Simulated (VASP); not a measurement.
Wanted: an ASE script for a VASP 6.6.1 run.

```
Task                   : single point
Functional             : RPBE
Potentials or basis    : VASP PAW PBE potentials, release 64 (Ta_sv_GW, N_GW)
Cutoff                 : 550 eV
k mesh                 : 6 × 6 × 9
Occupations            : gaussian, width 0.05 eV
Spin                   : no spin polarisation
Further INCAR settings : ALGO = Normal; EDIFF = 1.00e-06
```

The system is TaN.

```
Ta N
1.0
     5.19600    0.00000    0.00000
    -2.59800    4.49987    0.00000
     0.00000    0.00000    2.91100
Ta N
3 3
Direct
  0.00000 0.00000 0.00000
  0.66667 0.33333 0.50000
  0.33333 0.66667 0.50000
  0.00000 0.39285 0.00000
  0.60715 0.60715 0.00000
  0.39285 0.00000 0.00000
```

The input as run:

run.py

```python
from ase import Atoms
from ase.calculators.vasp import Vasp
from ase.dft.bandgap import bandgap

atoms = Atoms(
    ['Ta', 'Ta', 'Ta', 'N', 'N', 'N'],
    cell=[[5.196, 0.0, 0.0], [-2.598, 4.4998679981, 0.0], [0.0, 0.0, 2.911]],
    scaled_positions=[[0.0, 0.0, 0.0], [0.6666666667, 0.3333333333, 0.5], [0.3333333333, 0.6666666667, 0.5], [0.0, 0.39285, 0.0], [0.60715, 0.60715, 0.0], [0.39285, 0.0, 0.0]],
    pbc=True,
)
calc = Vasp(
    directory='calc',
    xc='rpbe',
    pp='PBE',
    setups='gw',
    prec='Accurate',
    encut=550,
    ediff=1e-06,
    ismear=0,
    sigma=0.05,
    lreal=False,
    lasph=True,
    nelm=100,
    algo='Normal',
    isif=2,
    lwave=False,
    lcharg=False,
    kpts=[6, 6, 9],
    gamma=True,
)
atoms.calc = calc

print('energy (eV):', atoms.get_potential_energy())
print('free energy (eV):', atoms.get_potential_energy(force_consistent=True))
print('forces (eV/A):')
print(atoms.get_forces())
print('stress (eV/A^3, Voigt):', atoms.get_stress())
print('Fermi level (eV):', calc.get_fermi_level())
gap, top, bottom = bandgap(calc)
print('band gap (eV):', gap, 'from (spin, k, band)', top, 'to', bottom)
```

Potentials or basis: VASP PAW PBE potentials, release 64 (Ta_sv_GW, N_GW).

Command:

```console
$ python run.py
```

It gave:

| Quantity | Value |
| --- | --- |
| Pressure | 9.2 GPa |
| Largest force | 0.071 eV/Å |
| Band gap on the k mesh | none (metal or under the smearing width) |

Caveat: the PAW data sets were made with another functional, which shifts forces and pressure a little.

Wall time 100 s on 1 thread of AMD EPYC 9R45 96-Core Processor (Zen 5), on a shared host, peak memory 0.2 GiB.
